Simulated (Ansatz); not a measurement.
CoSi: rattling a relaxed structure

It was relaxed at this level from a cell as deposited in COD.

Level of theory: Ansatz 0.2.0, DFT PBE, scalar-relativistic, plane waves, PAW. Plane waves to 420 eV, a k mesh through Γ of 8×8×8 on the computed 8-atom cell and Gaussian smearing (0.10 eV); no spin polarisation.

The cell below (8 atoms, space group P2_13 (No. 198)) is relaxed within its symmetry.

```cif
data_structure
_symmetry_space_group_name_H-M 'P 1'
_symmetry_Int_Tables_number 1
_cell_length_a 4.4308
_cell_length_b 4.4308
_cell_length_c 4.4308
_cell_angle_alpha 90.000
_cell_angle_beta 90.000
_cell_angle_gamma 90.000
_cell_volume 86.99
loop_
_atom_site_label
_atom_site_type_symbol
_atom_site_fract_x
_atom_site_fract_y
_atom_site_fract_z
_atom_site_occupancy
Co1 Co 0.14502 0.14502 0.14502 1
Co2 Co 0.35498 0.85498 0.64502 1
Co3 Co 0.64502 0.35498 0.85498 1
Co4 Co 0.85498 0.64502 0.35498 1
Si1 Si 0.84316 0.84316 0.84316 1
Si2 Si 0.65684 0.15684 0.34316 1
Si3 Si 0.34316 0.65684 0.15684 1
Si4 Si 0.15684 0.34316 0.65684 1
```

For the test it was strained at random (σ = 1.5 % a component), the atoms were moved at random (σ = 0.15 Å), and all was relaxed again on a coarse 6×6×6 mesh (in the run’s order of axes) with 0.20 eV smearing, with no symmetry imposed.

Trial moments died out on the coarse mesh, so the last step has no spin; another magnetic start might hold.

Task: What happens?

Result: It returns, within 1 meV/atom of the unmoved cell on that mesh and with the same symmetry when read at 0.1 Å. So it is stable against the distortions that fit this cell and that this random move excites. Modes that don't fit the cell aren't tested.
